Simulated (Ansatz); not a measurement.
Crystal: TiB2.

```
Ti B
1.0
     3.02920    0.00000    0.00000
    -1.51460    2.62336    0.00000
     0.00000    0.00000    3.22840
Ti B
1 2
Cartesian
  0.0000 0.0000 0.0000
  1.5146 0.8745 1.6142
  0.0000 1.7489 1.6142
```

Program: Ansatz 0.2.0. Alike in all runs: task projected density of states; potentials or basis Ansatz PAW; no spin polarisation; cell as given; k mesh 6 × 6 × 5; smearing fermi-dirac 0.05 eV; the mesh is coarse, so values aren't converged. Hardware: 2 threads of Arm Neoverse V1, on a shared host.

Order these runs on this cell by their wall time, lowest first.
A. level HSE06; cutoff (eV) 420
B. level PBEsol; cutoff (eV) 420
C. level r2SCAN0; cutoff (eV) 500

B (1 s), A (13 s), C (45 s).

Caveats: all runs use coarse meshes; the density of states is complete only up to the lowest level of the last band computed.

Runs at the PBE level aren't shown here.
